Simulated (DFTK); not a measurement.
**As under changes of volume**

One of the cells (21.530 Å³/atom); the others are scaled copies at fixed shape and fractional positions:

```
As
1.0
     1.88080    1.08588    3.51406
    -1.88080    1.08588    3.51406
     0.00000   -2.17176    3.51406
As
2
Direct
  0.22600 0.22600 0.22600
  0.77400 0.77400 0.77400
```

```yaml
Program: DFTK 0.8.2
Functional: AM05
Potentials_or_basis: SPMS 1.0 (PBE)
Cutoff: 816 eV
k_mesh: 5 × 5 × 5
Occupations: fermi-dirac, width 0.05 eV
Spin: no spin polarisation
```

```tsv
volume (Å³/atom)	energy over the lowest point (meV/atom)	pressure (GPa)	largest force (eV/Å)
20.239	18.68	4.9	0.532
20.669	?	?	?
21.100	1.48	1.1	0.233
21.530	0.00	-0.5	0.098
21.961	2.58	-1.9	0.028
22.392	8.86	-3.2	0.146
22.822	18.47	-4.4	0.257
```

Q: What does the run at 20.669 Å³/atom give?

A: Energy over the lowest point 7.54 meV/atom; pressure 2.9 GPa; largest force 0.378 eV/Å.

Worked out: A Birch-Murnaghan fit of order 3 (a polynomial in V^(-2/3)) to the other rows has its minimum at 21.47 Å³/atom with B0 = V·E''(V) = 77 GPa and B' = 4.3 at fixed shape and positions, which overstates the stiffness. It gives 7.56 meV/atom at 20.669 Å³/atom, against the run's 7.54, and -dE/dV = 3.2 GPa, against 2.9.

Energies are extrapolated to zero smearing.

Caveats: all runs use coarse meshes; the potentials were made for another functional, which shifts forces and pressure.
